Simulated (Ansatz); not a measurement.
This script for the Ansatz DFT code, driven from Python starts 2 runs on ZnAu, space group Pm-3m. What input does the engine get in each?

`defect_znau.py`:
```python
"""An antisite in a supercell of ZnAu, against the perfect cell."""

import logging
import sys

import ansatz as az
import numpy as np

logging.basicConfig(stream=sys.stdout, format="%(levelname)s:%(name)s:%(message)s")
log = logging.getLogger("run")
log.setLevel(logging.INFO)

params = {
    "mesh": (2, 2, 2),
    "filling": "Gaussian",
    "functional": "lda",
}

cell = (
    az.Lattice.of((3.147, 0.0, 0.0), (0.0, 3.147, 0.0), (0.0, 0.0, 3.147))
    .atom("Zn", (0.5, 0.5, 0.5))
    .atom("Au", (0.0, 0.0, 0.0))
)
host = cell.supercell(2)
defective = host.substitution("Au", at=(0.5, 0.5, 0.5), replaces="Zn")

def with_settings(structure):
    return (
        structure.calculation()
        .kpoints(*params["mesh"])
        .occupations(params["filling"])
        .pseudopotentials("paw")
        .functional(params["functional"])
        .band_table()
    )


perfect = with_settings(host).run(threads=1, pin="off").report
setup = (
    with_settings(defective)
    .relax(force_tolerance=0.03, max_steps=25)
)
done = setup.run(threads=1, pin="off")
rep = done.report

n_host, n_defect = len(perfect["lattice"]["sites"]), len(rep["lattice"]["sites"])
log.info(f"perfect cell: {n_host} atoms, F = {perfect['free_energy_ev']:.4f} eV")
log.info(f"defect cell:  {n_defect} atoms, F = {rep['free_energy_ev']:.4f} eV")
# chemical potentials are still to be added to this difference
log.info(f"difference {rep['free_energy_ev'] - perfect['free_energy_ev']:.4f} eV (no chemical potentials)")

pull = np.linalg.norm(rep["forces_ev_ang"], axis=1)
for atom in np.argsort(-pull)[:5]:
    log.info(f"force on {done.lattice.sites[atom].symbol}{atom}: {pull[atom]:.3f} eV/A")

start = np.array([site.position for site in defective.resolved().sites])
step = np.array([site.position_frac for site in done.lattice.sites]) - start
moved = np.linalg.norm((step - np.round(step)) @ done.lattice.cell_ang, axis=1)
print("relaxation by atom (A):", " ".join(f"{site.symbol}:{d:.3f}" for site, d in zip(done.lattice.sites, moved)))
```

Run 1:
```yaml
crystal:
  lattice:
    - [3.147, 0.0, 0.0]
    - [0.0, 3.147, 0.0]
    - [0.0, 0.0, 3.147]
  atoms:
    - { symbol: Zn, position: [0.5, 0.5, 0.5] }
    - { symbol: Au, position: [0.0, 0.0, 0.0] }
  supercell: [2, 2, 2]
kpoints:
  mp_grid:
    grid: [2, 2, 2]
hamiltonian:
  xc: lda
  pseudopotentials:
    kind: paw
scf:
  occupations:
    method: gaussian
output:
  eigenvalues: true
```

Run 2, against run 1:
```diff
+  defects:
+    - { substitution: { at: 0, symbol: Au } }
+relax:
+  f_tol: 0.03
+  max_steps: 25
```

Running `python defect_znau.py` prints:
```text
DeckWarning: basis.ecutwfc = 420 eV, auto-derived from the records' recommended cutoffs: set by Zn (normal level)
DeckWarning: basis.ecutwfc = 420 eV, auto-derived from the records' recommended cutoffs: set by Au (normal level)
INFO:run:perfect cell: 16 atoms, F = -128892.7569 eV
INFO:run:defect cell:  16 atoms, F = -138511.8784 eV
INFO:run:difference -9619.1215 eV (no chemical potentials)
INFO:run:force on Au1: 0.014 eV/A
INFO:run:force on Au15: 0.014 eV/A
INFO:run:force on Au13: 0.014 eV/A
INFO:run:force on Au3: 0.014 eV/A
INFO:run:force on Au5: 0.014 eV/A
relaxation by atom (A): Au:0.000 Au:0.094 Zn:0.000 Au:0.094 Zn:0.000 Au:0.094 Zn:0.000 Au:0.094 Zn:0.000 Au:0.094 Zn:0.000 Au:0.094 Zn:0.000 Au:0.094 Zn:0.000 Au:0.094
```
(Warnings from the package without file and line.)

Reading the output:
- Absolute energies stand on the zero of these potentials, so only differences at equal settings mean something. A total without «per atom» is that of the cell as typed.
- For a metal this mesh is far too coarse, so the numbers only illustrate the procedure.
- The difference holds no chemical potentials.
- Errors of mesh and smearing per atom add up over the supercell, so the energy can be off by tenths of an eV.
- Spin-orbit coupling, which matters for elements this heavy, is left out.
- The structure is a deposited one; some such entries were measured under pressure or heat, so a shift against it needn't be the functional's error alone.
- The supercell is small, so the defect meets its images and the energies aren't those of an isolated defect; a partly filled defect level may also lower its energy by spin or distortion. For a charged cell the difference holds no correction, alignment or term for the electrons' reservoir.
- The whole script took 64 s on 1 thread of Arm Neoverse N1 (shared host), peak memory 0.62 GiB.
